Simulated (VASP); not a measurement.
Write the native input for VASP 6.6.1 that does the following.

```
Task                   : single point
Functional             : LDA
Potentials or basis    : VASP PAW LDA potentials, release 64 (Li_sv, Cl)
Cutoff                 : 520 eV
k mesh                 : 9 × 9 × 4
Occupations            : gaussian, width 0.05 eV
Spin                   : no spin polarisation
Dipole correction      : no
Further INCAR settings : ALGO = Normal; EDIFF = 1e-07; NBANDS = 18
```

The structure of LiCl lies in POSCAR:

```
LiCl
1.0
    3.7286380979      0.0000000000      0.0000000000
   -1.8643190490      3.2290953143      0.0000000000
    0.0000000000      0.0000000000      6.1982319750
Li Cl
2 2
Direct
    0.6666666667      0.3333333333      0.8760170000
    0.3333333333      0.6666666667      0.3760170000
    0.6666666667      0.3333333333      0.4989840000
    0.3333333333      0.6666666667      0.9989840000
```

Measurements of this composition are mostly on another form, of space group No. 225.

The cell isn't the ideal one: strain -0.050 along x and y, -0.025 along z, atoms carried along.

One way to write it, as run:

INCAR

```
SYSTEM = LiCl
PREC = Accurate ; ENCUT = 520
EDIFF = 1E-7 ; ISMEAR = 0
SIGMA = 0.05 ; LREAL = .FALSE.
LASPH = .TRUE. ; NELM = 80
ALGO = Normal ; ISIF = 2
LWAVE = .FALSE. ; LCHARG = .TRUE.
GGA = CA ; LELF = .TRUE.
LVHAR = .TRUE. ; NBANDS = 18
```

KPOINTS

```
Automatic mesh
0
G
  9 9 4
  0 0 0
```

Potentials or basis: VASP PAW LDA potentials, release 64 (Li_sv, Cl).

Run with:

```bash
$ cat potpaw_LDA.64/Li_sv/POTCAR potpaw_LDA.64/Cl/POTCAR > POTCAR
$ mpirun -np 1 vasp_std > vasp.out
```

It gave:

The largest force is 0.075 eV/Å and the band gap on the k mesh is 5.97 eV, direct.

Caveat: an odd mesh through Γ misses points on the zone boundary, where band edges often lie.

Run time: 23 s on 1 thread of AMD EPYC 9R45 96-Core Processor (Zen 5), with other jobs on the host, peak memory 0.14 GiB.
